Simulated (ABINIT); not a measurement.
Runs of ABINIT 10.8.3 (patched build) on HfC. Symmetry: Fm-3m, No. 225, cubic system. The conventional cell has a = 4.650 Å, b = 4.650 Å, c = 4.650 Å, α = 90.00°, β = 90.00°, γ = 90.00°. Hf (site symmetry m-3m) has 6 C at 2.33 Å as nearest neighbours. Around C (site symmetry m-3m) lie 6 Hf at 2.33 Å. 

```csv
task,level,potentials or basis,cell,k mesh,cutoff (eV),cell freedom (optcell),optimiser (ionmov),cutoff smearing ecutsm (Ha),force stop (Ha/bohr),bands in the sums,gap on the mesh (eV),pressure (GPa),relaxed volume (Å³/atom)
single point,PBEsol,PseudoDojo NC SR PBEsol v0.4.1 standard,cell relaxed,8 × 8 × 8,1116,-,-,-,-,-,none,-0.1,-
relaxation of cell and atoms,PBEsol,PseudoDojo NC SR PBEsol v0.4.1 standard,relaxed,8 × 8 × 8,1116,2,2,0.5,2e-05,-,none,0.0,12.25
optical spectrum,LDA,PseudoDojo NC SR LDA v0.4.1 standard,cell relaxed at zero pressure by an earlier run,"6 × 6 × 6, with 4 shifts",1116,-,-,0.5,-,14,-,0.1,-
single point,PBEsol,PseudoDojo NC SR PBEsol v0.4.1 standard,as given,8 × 8 × 8,1007,-,-,-,-,-,none,-6.4,-
single point,LDA,PseudoDojo NC SR LDA v0.4.1 standard,as given,8 × 8 × 8,844,-,-,-,-,-,none,-,-
single point,LDA,PseudoDojo NC SR LDA v0.4.1 standard,cell relaxed,8 × 8 × 8,1116,-,-,-,-,-,none,-0.1,-
single point,PBE,PseudoDojo NC SR PBE v0.4.1 standard,as given,8 × 8 × 8,844,-,-,-,-,-,none,-,-
relaxation of cell and atoms,LDA,PseudoDojo NC SR LDA v0.4.1 standard,relaxed,8 × 8 × 8,1116,2,2,0.5,2e-05,-,none,0.0,(a)
phonons,PBEsol,PseudoDojo NC SR PBEsol v0.4.1 standard,cell relaxed at zero pressure by an earlier run,"6 × 6 × 6, with 4 shifts",1116,-,-,0.5,-,-,-,0.1,-
```

Alike in all rows: no spin polarisation; smearing fermi-dirac 0.05 eV.

**Question.** Estimate the missing entries.

**Answer.** (a) 11.87.

Caveats: the intraband (Drude) term is left out (some runs); spectra need much finer meshes, so this one isn't converged (some runs); independent-particle spectra lack excitons (some runs).

A k mesh can miss the band edges, and the runs leave out spin-orbit coupling on Hf.

A gap of «none» marks a metal or a gap under the smearing width.
